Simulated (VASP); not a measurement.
Input of a VASP 6.6.1 run:

Contents of INCAR:

```
PREC = Accurate ; ENCUT = 520
EDIFF = 1E-6 ; ISMEAR = -1
SIGMA = 0.02 ; LREAL = False
LASPH = True ; NELM = 100
ALGO = Normal ; ISIF = 2
LWAVE = False ; LCHARG = True
GGA = PE ; LELF = True
LVHAR = True ; NBANDS = 16
```

KPOINTS

```
Automatic mesh
0
Gamma
  12 12 6
```

Contents of POSCAR:

```
AlN
1.0
    3.1302469296      0.0000000000      0.0000000000
   -1.5651234648      2.7108733611      0.0000000000
    0.0000000000      0.0000000000      5.0179926450
Al N
2 2
Direct
    0.3333333333      0.6666666667     -0.0007707944
    0.6666666667      0.3333333333      0.4992292056
    0.3333333333      0.6666666667      0.3807707944
    0.6666666667      0.3333333333      0.8807707944
```

Potentials or basis: VASP PAW PBE potentials, release 64 (Al, N).

The run is started by

```console
$ cat potpaw_PBE.64/Al/POTCAR potpaw_PBE.64/N/POTCAR > POTCAR
$ mpirun -np 1 vasp_std > vasp.out
```

(1) Estimate the pressure.

(2) What does it give for the band gap on the k mesh?

## Answers

(1) -0.3 GPa.

(2) 4.04 eV, direct.

**Measured values to compare with.**

From “Self-assembly of well-separated AlN nanowires directly on sputtered metallic TiN films”, 2019, arxiv:1910.07391, for a bulk crystal of AlN at 10 K: band gap 6.034 eV (an exciton energy, a little under the gap).

Measured gap of AlN: 6.034 eV (an exciton energy, a little under the gap; 10 K; quoted in “Self-assembly of well-separated AlN nanowires directly on sputtered metallic TiN films”, 2019, arxiv:1910.07391). This calculation gives 4.04 eV (-1.99 eV). 2 values of this kind are on record (6.034 to 6.0343 eV); this one was drawn at random. The value is that of PBE on a finite k mesh, which can miss the band edges, without temperature or zero-point motion. Semilocal functionals fall short of measured gaps as a rule.
